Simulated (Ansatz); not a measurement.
# Ta2N: the cost of one run

Method: DFT PBEsol, scalar-relativistic, plane waves, PAW, in Ansatz 0.2.0.

**1. The system as given**

Symmetry: P-3m1, No. 164, trigonal system. The conventional cell has a = 3.078 Å, b = 3.078 Å, c = 4.824 Å, α = 90.00°, β = 90.00°, γ = 120.00°. Ta (site symmetry 3m) is surrounded by 3 N at 2.16 Å. N (site symmetry -3m) has 6 Ta at 2.16 Å in its first shell of neighbours.

Structure file:

```
CELL_PARAMETERS angstrom
3.07826 0.00000 0.00000
-1.53913 2.66585 0.00000
0.00000 0.00000 4.82393
ATOMIC_POSITIONS crystal
Ta 0.66667 0.33333 0.74637
Ta 0.33333 0.66667 0.25363
N 0.00000 0.00000 0.00000
```

It goes back to an entry of the Materials Project, which need not be the stable form.

It is the result of an earlier relaxation at this level (volume 13.20 Å³/atom; gap on the mesh: none (metal)).

**2. The scan**

The energy is mapped over two homogeneous strains (x along [1 0 0], y along [1 2 0], z along [0 0 1] of the conventional cell).

The axes are (1) engineering shear strain xy: 9 values from −14.0 %; (2) normal strain along z: 9 values from −7.00 %.

Nothing else is relaxed (fractional coordinates fixed). Energies count from the relaxed crystal. Points are written as (first, second).

**3. Point (−10.5 %, −7.00 %)**

Input file input.yaml:

```yaml
crystal:
  lattice:
    - [3.078259549, -0.1616086263, 0.0]
    - [-1.6790869503, 2.746655282, 0.0]
    - [0.0, 0.0, 4.4862576314]
  atoms:
    - { symbol: Ta, position: [0.6666666667, 0.3333333333, 0.7463700642] }
    - { symbol: Ta, position: [0.3333333333, 0.6666666667, 0.2536299358] }
    - { symbol: "N", position: [0.0, 0.0, 0.0] }
basis:
  ecutwfc: 520.0
kpoints:
  mp_grid: { grid: [15, 15, 8] }
hamiltonian:
  xc: pbesol
  pseudopotentials: { kind: paw, azcp: { folder: soft_1 } }
scf:
  occupations: { method: gaussian, width: 0.15 }
output:
  forces: true
  stress: true
  eigenvalues: true
```

The run is started by

```console
> ansatz run input.yaml --threads 2 --pin off --max-ram 4096MiB --backend cpu --events-out ev --progress --plain --runs-dir out
```

What time and memory should one allow on 2 threads of Intel Xeon 6975P-C (Granite Rapids), shared host?

About 11 s, with a peak of 0.94 GiB.
